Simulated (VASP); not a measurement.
# Ru in VASP: a series of runs

The runs below take Ru through single point, with PBE.

Everything below comes from runs of VASP 6.6.1. Logs are shortened: lines on timing, memory, paths and dates and some standing lists are left out, and cuts for length are marked.

### 1 The cell of the first run

The cell holds a slab with vacuum, 4 atoms: a = 2.694 Å, b = 3.810 Å, c = 18.041 Å, α = 90.00°, β = 90.00°, γ = 90.00°.

The slab is cut from a database's or a generator's crystal, which needn't be the stable form of the element.

### 2 Single point, PBE (clean slab, lower half held)

INCAR reads:

```
PREC     = Accurate       # precision mode
ENCUT    = 520            # plane-wave cutoff, eV
EDIFF    = 1E-7           # SCF threshold, eV
ISMEAR   = 0              # smearing method
SIGMA    = 0.1            # smearing width, eV
LREAL    = F              # projectors in reciprocal space
LASPH    = T              # aspherical terms in the spheres
NELM     = 100            # most SCF steps
ALGO     = Fast           # electronic algorithm
ISIF     = 2              # what is computed and relaxed
LWAVE    = F              # write WAVECAR
LCHARG   = T              # write CHGCAR
LDIPOL   = T            
IDIPOL   = 3            
DIPOL    = 0.5 0.5 0.497
GGA      = PE             # functional
LELF     = T              # ELF
LVHAR    = T            
LVACPOTAV= T            
NBANDS   = 36             # bands
```

KPOINTS reads:

```
Automatic mesh
0
Gamma
  11 8 1
```

POSCAR reads:

```
Ru
1.0
    2.6941956862      0.0000000000      0.0000000000
    0.0000000000      3.8101680791      0.0000000000
    0.0000000000      0.0000000000     18.0412935293
Ru
4
Direct
    0.5000000000      0.5000000000      0.3879987867
    0.0000000000      0.0000000000      0.4626662622
    0.5000000000      0.5000000000      0.5351452188
    0.0000000000      0.0000000000      0.6020846386
```

Potentials or basis: VASP PAW PBE potentials, release 64 (Ru_pv).

Run with:

```bash
cat potpaw_PBE.64/Ru_pv/POTCAR > POTCAR
mpirun -np 1 vasp_std > vasp.out
```

OUTCAR:

```text
PREC = Accurate
   ENCUT = 520
   EDIFF = 1E-7
   ISMEAR = 0
   LREAL = F
   LASPH = T
   NELM = 100
   ISIF = 2
   GGA = PE

 ion  position               nearest neighbor table
   1  0.500  0.500  0.388-   3 2.65   2 2.69   2 2.69   2 2.69   2 2.69
   2  0.000  0.000  0.463-   4 2.52   3 2.67   3 2.67   3 2.67   3 2.67   1 2.69   1 2.69   1 2.69
                             1 2.69
   3  0.500  0.500  0.535-   4 2.63   4 2.63   4 2.63   4 2.63   1 2.65   2 2.67   2 2.67   2 2.67
                             2 2.67
   4  0.000  0.000  0.602-   2 2.52   3 2.63   3 2.63   3 2.63   3 2.63

  LATTYP: Found a simple orthorhombic cell.
 ALAT       =     2.6941956862
 B/A-ratio  =     1.4142135624
 C/A-ratio  =     6.6963560300

  Lattice vectors:

 A1 = (   2.6941956862,   0.0000000000,   0.0000000000)
 A2 = (   0.0000000000,   3.8101680791,   0.0000000000)
 A3 = (   0.0000000000,   0.0000000000,  18.0412935293)

Analysis of symmetry for initial positions (statically):
=====================================================================
 Subroutine PRICEL returns:
 Original cell was already a primitive cell.

 Routine SETGRP: Setting up the symmetry group for a
 simple orthorhombic supercell.

 Subroutine GETGRP returns: Found  4 space group operations
 (whereof  4 operations were pure point group operations)
 out of a pool of  8 trial point group operations.

The static configuration has the point symmetry C_2v.

Analysis of symmetry for dynamics (positions and initial velocities):
=====================================================================
 Subroutine PRICEL returns:
 Original cell was already a primitive cell.

 Routine SETGRP: Setting up the symmetry group for a
 simple orthorhombic supercell.

 Subroutine GETGRP returns: Found  4 space group operations
 (whereof  4 operations were pure point group operations)
 out of a pool of  8 trial point group operations.

The dynamic configuration has the point symmetry C_2v.

 Subroutine INISYM returns: Found  4 space group operations
 (whereof  4 operations are pure point group operations),
 and found     1 'primitive' translations

----------------------------------------------------------------------------------------

                                     Primitive cell

  volume of cell :     185.2000

  direct lattice vectors                    reciprocal lattice vectors
     2.694195686  0.000000000  0.000000000     0.371168288  0.000000000  0.000000000
     0.000000000  3.810168079  0.000000000     0.000000000  0.262455613  0.000000000
     0.000000000  0.000000000 18.041293529     0.000000000  0.000000000  0.055428398

[... 91 lines left out ...]
   IBRION =     -1    ionic relax: 0-MD 1-quasi-New 2-CG
   NFREE  =      0    steps in history (QN), initial steepest desc. (CG)
   ISIF   =      2    stress and relaxation
   ISYM   =      2    0-nonsym 1-usesym 2-fastsym
   POTIM  = 0.5000    time-step for ionic-motion
   TEBEG  =    0.0;   TEEND  =   0.0 temperature during run
   PSTRESS=    0.0 pullay stress
   NELECT =      56.0000    total number of electrons
   NUPDOWN=      -1.0000    fix difference up-down
   EMIN   =  10.00;   EMAX   =-10.00  energy-range for DOS
   EFERMI =   0.00;   METHOD = LEGACY
   ISMEAR =     0;   SIGMA  =   0.10  broadening in eV -4-tet -1-fermi 0-gaus
   EFERMI_NEDOS =   21; number of points for ismear=-14 and -15
   IALGO  =     68    algorithm
   IMIX   =      4    mixing-type and parameters
     AMIX     =   0.40;   BMIX     =  1.00
     AMIX_MAG =   1.60;   BMIX_MAG =  1.00
  volume/ion in A,a.u.               =      46.30       312.45
  Fermi-wavevector in a.u.,A,eV,Ry     =   1.098813  2.076456 16.427544  1.207390
  Thomas-Fermi vector in A             =   2.235197
   LORBIT       =      0    0 simple, 1 ext, 2 COOP (PROOUT), +10 PAW based schemes
   GGA     = PE    functional components
   LHFCALC =     F    Hartree Fock is set to
   AEXX    =    0.0000 exact exchange contribution
   IVDW    =     0    specifies the selected vdW correction
   LEPSILON=     F    determine dielectric tensor
   LRPA    =     F    only Hartree local field effects (RPA)
 non-spin polarized calculation
 RMM-DIIS sequential band-by-band and
 Gauss-broadening in eV      SIGMA  =   0.10
  energy-cutoff  :      520.00
  volume of cell :      185.20
 maximum number of plane-waves:      5040
   NGX = 11   NGY = 15   NGZ = 67

 dipolmoment           0.000000      0.000000      0.000488 electrons x Angstroem

 number of electron      56.0000027 magnetization

 dipolmoment           0.000000      0.000000     -0.005881 electrons x Angstroem

 Free energy of the ion-electron system (eV)
  ---------------------------------------------------
  ext. energy  EPLUGINS =         0.00000000
  ---------------------------------------------------
  free energy    TOTEN  =       -32.73422003 eV

  energy without entropy =      -32.70028715  energy(sigma->0) =      -32.71725359

 E-fermi :   0.7014     XC(G=0):  -5.3555

 val. band max:        0.7008436479   @ k =   0.0909   0.2500   0.0000
 cond. band min:       0.7119526404   @ k =   0.0909   0.1250   0.0000
 fundamental gap:      0.0111089925
 Fermi energy:         0.7013973197

 k-point     1 :       0.0000    0.0000    0.0000
  band No.  band energies     occupation
      1     -42.7489      2.00000
      2     -42.5472      2.00000
      3     -42.4078      2.00000
      4     -42.2741      2.00000
      5     -42.2071      2.00000
      6     -41.9850      2.00000
[... 925 lines left out ...]
     35       6.3641      0.00000
     36       7.5608      0.00000

 [... further k-points ...]
[... 5 lines left out ...]
  --------------------------------------------------------------------------------------
  -------------------------------------------------------------------------------------
  Total       -4.6702361     -4.1261065     -1.7168958      0.0000000      0.0000000      0.0000000
  in kB      -40.4025220    -35.6952210    -14.8529795      0.0000000      0.0000000      0.0000000
  external PRESSURE =     -30.3169075 kB  Pullay stress =       0.0000000 kB

 VOLUME and BASIS-vectors are now :
 -----------------------------------------------------------------------------
  energy-cutoff  :      520.00
  volume of cell :      185.20
      direct lattice vectors                 reciprocal lattice vectors
     2.694195686  0.000000000  0.000000000     0.371168288  0.000000000  0.000000000
     0.000000000  3.810168079  0.000000000     0.000000000  0.262455613  0.000000000
     0.000000000  0.000000000 18.041293529     0.000000000  0.000000000  0.055428398

 POSITION                                       TOTAL-FORCE (eV/Angst)
 -----------------------------------------------------------------------------------
      1.34710      1.90508      7.00000         0.000000      0.000000      1.291933
      0.00000      0.00000      8.34710         0.000000      0.000000     -1.318043
      1.34710      1.90508      9.65471         0.000000      0.000000     -0.002119
      0.00000      0.00000     10.86239         0.000000      0.000000      0.028229
 -----------------------------------------------------------------------------------
    total drift:                               -0.000000      0.000000     -0.000471

  FREE ENERGIE OF THE ION-ELECTRON SYSTEM (eV)
  ---------------------------------------------------
  free  energy   TOTEN  =       -32.7342200256 eV

  energy  without entropy=      -32.7002871538  energy(sigma->0) =      -32.71725359

 vacuum level on the upper side and lower side of the slab         5.066         5.169
```

OSZICAR:

```text
N       E                     dE             d eps       ncg     rms          rms(c)
DAV:   1     0.497408215234E+03    0.49741E+03   -0.34633E+04  2840   0.141E+03
DAV:   2    -0.213432190380E+02   -0.51875E+03   -0.50572E+03  2416   0.406E+02
DAV:   3    -0.351772403056E+02   -0.13834E+02   -0.13231E+02  2492   0.655E+01
[... 19 lines left out ...]
RMM:  23    -0.327342142387E+02   -0.18005E-04   -0.17660E-06  1978   0.232E-03    0.624E-04
RMM:  24    -0.327342191177E+02   -0.48790E-05   -0.43151E-07  1695   0.131E-03    0.407E-04
RMM:  25    -0.327342198565E+02   -0.73881E-06   -0.78051E-08  1037   0.806E-04    0.235E-04
RMM:  26    -0.327342199907E+02   -0.13418E-06   -0.30920E-08   897   0.624E-04    0.190E-04
RMM:  27    -0.327342200256E+02   -0.34884E-07   -0.18605E-08   858   0.526E-04
   1 F= -.32734220E+02 E0= -.32717254E+02  d E =-.339329E-01
```

stdout:

```text
POSCAR found type information on POSCAR Ru
 POSCAR found :  1 types and       4 ions
 scaLAPACK will be used
 LDA part: xc-table for (Slater+PW92), standard interpolation
 POSCAR, INCAR and KPOINTS ok, starting setup
 FFT: planning ... GRIDC
 FFT: planning ... GRID_SOFT
 FFT: planning ... GRID
 WAVECAR not read
 entering main loop
 -----------------------------------------------------------------------------
|                                                                             |
|           W    W    AA    RRRRR   N    N  II  N    N   GGGG   !!!           |
|           W    W   A  A   R    R  NN   N  II  NN   N  G    G  !!!           |
|           W    W  A    A  R    R  N N  N  II  N N  N  G       !!!           |
|           W WW W  AAAAAA  RRRRR   N  N N  II  N  N N  G  GGG   !            |
|           WW  WW  A    A  R   R   N   NN  II  N   NN  G    G                |
|           W    W  A    A  R    R  N    N  II  N    N   GGGG   !!!           |
|                                                                             |
|     Did not find any points to average over, which means that no vacuum     |
|     field-free region was found. Please increase the size of  your cell     |
|     in the dimension of the dipole correction to obtain accurate            |
|     workfunction values.                                                    |
|                                                                             |
 -----------------------------------------------------------------------------
```

Wall time 2.3 min (1 thread of Intel Xeon 6975P-C (Granite Rapids), shared host); peak memory 0.34 GiB.

What came out:

```yaml
Free_energy: -32.7342 eV
Largest_force: 1.318 eV/Å
Band_gap_on_the_k_mesh: none (metal or under the smearing width)
Work_function_of_the_upper_face: 4.36 eV
Work_function_of_the_lower_face: 4.47 eV
```

Forces on the atoms (eV/Å):
```
Ru   0.000  0.000  1.292
Ru   0.000  0.000 -1.318
Ru   0.000  0.000 -0.002
Ru   0.000  0.000  0.028
```

### 3 Single point, PBE (the clean substrate in the cell of the map)

INCAR reads:

```
PREC     = Accurate       # precision mode
ENCUT    = 520            # plane-wave cutoff, eV
EDIFF    = 1E-6           # SCF threshold, eV
ISMEAR   = 0              # smearing method
SIGMA    = 0.1            # smearing width, eV
LREAL    = False          # projectors in reciprocal space
LASPH    = True           # aspherical terms in the spheres
NELM     = 100            # most SCF steps
ALGO     = Fast           # electronic algorithm
ISIF     = 2              # what is computed and relaxed
LWAVE    = False          # write WAVECAR
LCHARG   = False          # write CHGCAR
LDIPOL   = True         
IDIPOL   = 3            
DIPOL    = 0.5 0.5 0.286
GGA      = PE             # functional
NBANDS   = 36             # bands
```

KPOINTS reads:

```
Automatic mesh
0
Gamma
  10 7 1
```

POSCAR reads:

```
Ru
1.0
    2.6941956862      0.0000000000      0.0000000000
    0.0000000000      3.8101680791      0.0000000000
    0.0000000000      0.0000000000     20.8623856942
Ru
4
Direct
    0.5000000000      0.5000000000      0.1917326263
    0.0000000000      0.0000000000      0.2563032781
    0.5000000000      0.5000000000      0.3189813509
    0.0000000000      0.0000000000      0.3768689645
```

Potentials or basis: VASP PAW PBE potentials, release 64 (Ru_pv).

Run with:

```bash
cat potpaw_PBE.64/Ru_pv/POTCAR > POTCAR
mpirun -np 1 vasp_std > vasp.out
```

Wall time 2.2 min (1 thread of Intel Xeon 6975P-C (Granite Rapids), shared host); peak memory 0.36 GiB.

The run converged. Its results:

```yaml
Free_energy: -32.7098 eV
Largest_force: 1.378 eV/Å
Band_gap_on_the_k_mesh: none (metal or under the smearing width)
```

Forces on the atoms (eV/Å):
```
Ru   0.000  0.000  1.275
Ru   0.000  0.000 -1.378
Ru   0.000  0.000  0.018
Ru   0.000  0.000  0.085
```

Levels at points of the mesh, in eV from the Fermi level:
| k point | band 24 | band 25 | band 26 | band 27 | band 28 | band 29 | band 30 | band 31 | band 32 | band 33 |
| --- | --- | --- | --- | --- | --- | --- | --- | --- | --- | --- |
| (0.00, 0.00, 0.00) | -1.81 | -1.08 | -0.84 | -0.82 | -0.60 | -0.24 | 0.11 | 0.44 | 0.90 | 1.07 |
| (0.50, 0.00, 0.00) | -0.86 | 0.12 | 0.24 | 0.64 | 0.73 | 1.06 | 1.23 | 1.47 | 1.72 | 3.67 |
